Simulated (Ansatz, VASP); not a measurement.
Two plane-wave programs on Te

File INCAR:

```
SYSTEM = Te
  ALGO = Normal
  EDIFF = 1E-6
  ENCUT = 520
  GGA = CA
  ISIF = 2
  ISMEAR = -1
  LASPH = .True.
  LCHARG = .False.
  LREAL = .False.
  LWAVE = .False.
  NBANDS = 16
  NELM = 60
  PREC = Accurate
  SIGMA = 0.05
```

File KPOINTS:

```
k-points
0
Gamma
  7 7 5
  0 0 0
```

The input POSCAR:

```
Te
1.0
    3.8455900958     -2.1624295219      0.0000000000
    3.8455900958      2.1624295219      0.0000000000
   -0.0949153283      0.0000000000      6.0156685658
Te
3
Direct
    0.0000000000      0.0000000000      0.0000000000
    0.3094466100      0.3094466100      0.3388094900
    0.6905533900      0.6905533900      0.6611905100
```

input.yaml

```yaml
crystal:
  lattice:
    - [3.8455900958, -2.1624295219, 0.0]
    - [3.8455900958, 2.1624295219, 0.0]
    - [-0.0949153283, 0.0, 6.0156685658]
  atoms:
    - { symbol: Te, position: [0.0, 0.0, 0.0] }
    - { symbol: Te, position: [0.30944661, 0.30944661, 0.33880949] }
    - { symbol: Te, position: [0.69055339, 0.69055339, 0.66119051] }
hamiltonian:
  xc: lda
  pseudopotentials: { kind: paw }
kpoints:
  mp_grid: { grid: [7, 7, 5] }
scf:
  occupations: { method: fermi_dirac, width: 0.05 }
output:
  forces: true
  stress: true
  eigenvalues: true
```

This isn't the form of Te at room conditions, which is trigonal, of chains.

Alike in both runs: task single point; functional LDA; k mesh 7 × 7 × 5; occupations fermi-dirac, width 0.05 eV; no spin polarisation.

|  | VASP | Ansatz |
| --- | --- | --- |
| version | VASP 6.6.1 | Ansatz 0.2.0 |
| potentials or method | VASP PAW LDA potentials, release 64 (Te) | Ansatz PAW |
| plane-wave cutoff (eV) | 520 | 420 |
| valence electrons in the cell | 18 | 48 |

```csv
,VASP,Ansatz,Ansatz less VASP
gap on the k mesh at the Fermi level (eV),0.05,0.06,+0.006
least direct gap on the mesh (eV),0.19,0.19,+0.005
pressure (GPa),-3.6,-3.7,-0.06
largest component of the traceless stress (GPa),0.52,0.55,+0.028
rms of the force components (eV/Å),0.014,0.007,-0.0064
```

Atom by atom the forces differ by 0.007 eV/Å (rms over components). The two sets of potentials don't hold the same shells in valence.

Caveats: spin-orbit coupling is left out, which moves the levels of the heavy elements (VASP); an odd mesh through Γ misses points on the zone boundary, where band edges often lie (VASP); the PAW data sets come from PBE, with cores solved anew for the run's functional, which leaves a small shift of forces and pressure (Ansatz).
